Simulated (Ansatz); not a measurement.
**Two Ansatz runs on Li**

Structure from Materials Project entry mp-51 (possibly hypothetical), not relaxed further. The listed cell was then made from it by scaling, straining or moving an atom.

First run: DFT, LDA, all-electron PAW with datasets made for the crystal, scalar-relativistic (Ansatz 0.2.0).

Command: `ansatz run input.yaml --threads 1 --pin off --max-ram 2048MiB --backend cpu --events-out ev --progress --plain --runs-dir out` The run took 1.8 s on 1 thread of Arm Neoverse V1, with other jobs on the host.

```yaml
crystal:
  lattice:
    - [0.0, 2.1953465566, 2.1953465566]
    - [2.1953465566, 0.0, 2.1953465566]
    - [2.1953465566, 2.1953465566, 0.0]
  atoms:
    - { symbol: Li, position: [0.0, 0.0, 0.0] }
kpoints:
  mp_grid: { grid: [16, 16, 16] }
scf:
  occupations: { method: fermi_dirac, width: 0.08 }
hamiltonian:
  xc: lda
  pseudopotentials: { kind: all_electron, datasets: crystal }
output:
  forces: true
  stress: true
  eigenvalues: true
  efg: { contact_densities: true }
```

Result: converged; pressure -1.37 GPa; 5 SCF iterations.

The input is then changed:

```diff
@@ -9,7 +9,8 @@
   mp_grid: { grid: [16, 16, 16] }
 scf:
-  occupations: { method: fermi_dirac, width: 0.08 }
+  occupations: { method: fermi_dirac, width: 0.01 }
+  mixing: { algorithm: anderson, beta: 0.05, ndim: 4 }
 hamiltonian:
-  xc: lda
+  xc: pbesol
   pseudopotentials: { kind: all_electron, datasets: crystal }
 output:
```

(1) Predict the outcome of the changed run.

Answers

(1) It converged; pressure -0.60 GPa; 7 SCF iterations.
